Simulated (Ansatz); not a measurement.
We consider zinc-blende AlSb, described by HSE06 (Ansatz, a quantum-chemistry and plane-wave program, plane waves, PAW).

Settings: plane-wave cutoff 460 eV, 8×8×8 k mesh, Fermi–Dirac smearing 0.01 eV, scalar-relativistic PAW data made under PBE.

Computed at the level's own relaxed cell.

### Question
Estimate the smallest direct gap on the k points sampled, bulk modulus B0, band gap, lattice parameter a and equilibrium volume per atom that the calculation returns.

### Answer

smallest direct gap on the k points sampled: 2.26 eV
bulk modulus B0: 56.3 GPa
band gap: 1.77 eV
lattice parameter a: 6.169 Å
equilibrium volume per atom: 29.35 Å³/atom

Measured, for comparison: band gap 1.73 eV (zero-point renormalisation of 35 meV (experimental, the table's column) added back here, indirect; inputs from Miglio et al. (2020), arXiv:2011.12765); bulk modulus 58.2 GPa (temperature not stated, no zero-point or thermal correction; as tabulated in Toher et al. (2017), arXiv:1611.05714); lattice constant a 6.128 Å, equilibrium volume per atom 28.77 Å³/atom (low temperature, thermal expansion removed or low-temperature value; zero-point expansion not removed; as tabulated in Zhang et al. (2018), doi:10.1088/1367-2630/aac7f0). Computed (rounded) less measured: bulk modulus -3 %, lattice constant a +0.7 %, equilibrium volume per atom +2.0 %.

Spin–orbit coupling is not included; with these elements it can move the gap by several tenths of an eV or more.

The computed numbers hold no vibrational or temperature effects.

Cost on a shared machine: very roughly 20 core-minutes.
